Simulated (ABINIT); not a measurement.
Crystal: Br.

```xyz
4
Lattice="3.3632 -2.3226 0.0000 3.3632 2.3226 0.0000 0.0000 0.0000 8.7023" Properties=species:S:1:pos:R:3 pbc="T T T"
Br    3.3632    0.6266    3.3948
Br    3.3632    1.6959    7.7459
Br    3.3632   -0.6266    5.3075
Br    3.3632   -1.6959    0.9564
```

Base run:

- Program: ABINIT 10.8.3 (patched build)
- Functional: RPBE
- Potentials or basis: JTH PAW PBE v2.0
- Cutoff: 408 eV
- k mesh: 7 × 7 × 3
- Occupations: fermi-dirac, width 0.05 eV
- Spin: no spin polarisation

Its results: band gap on the k mesh 1.98 eV, indirect (least direct gap 2.00 eV); pressure 3.3 GPa; largest force 0.858 eV/Å.

Q: After a change of settings the same cell gave: band gap on the k mesh 1.86 eV, indirect (least direct gap 1.88 eV); pressure 2.7 GPa; largest force 1.339 eV/Å. Which change was it?
A. functional from RPBE to HCTH407
B. functional from RPBE to PBE; k mesh from 7 × 7 × 3 to 9 × 9 × 4
C. functional from RPBE to rPW86PBE
D. functional from RPBE to BLYP

A: C.

Caveats: the PAW data sets were made with another functional, which shifts forces and pressure a little; the atomic spheres overlap.
